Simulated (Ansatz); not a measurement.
The system is Zr.

```xyz
2
Lattice="3.2320 0.0000 0.0000 -1.6160 2.7990 0.0000 0.0000 0.0000 5.1470" Properties=species:S:1:pos:R:3 pbc="T T T"
Zr   -0.0078    1.8869    1.3068
Zr    1.6238    0.9121    3.8402
```

The cell isn't the ideal one: atom 2 moved 0.06 Å.

Base run:

```yaml
Program: Ansatz 0.2.0
Functional: PBE
Potentials_or_basis: Ansatz PAW
Cutoff: "420 eV (not typed: the program's choice for these potentials)"
k_mesh: 9 × 9 × 5
Occupations: fermi-dirac, width 0.05 eV
Spin: no spin polarisation
```

Its results: band gap on the k mesh none (metal or under the smearing width); pressure 0.5 GPa; largest force 0.166 eV/Å.

Q: The run is repeated on the same cell with these changes: functional from PBE to BLYP. What comes out?

A: Band gap on the k mesh none (metal or under the smearing width); pressure 3.7 GPa; largest force 0.181 eV/Å.

BLYP binds less tightly than PBE, so the same cell stands under more pressure.

Caveats: the PAW data sets come from PBE, with cores solved anew for the run's functional, which leaves a small shift of forces and pressure (some runs).
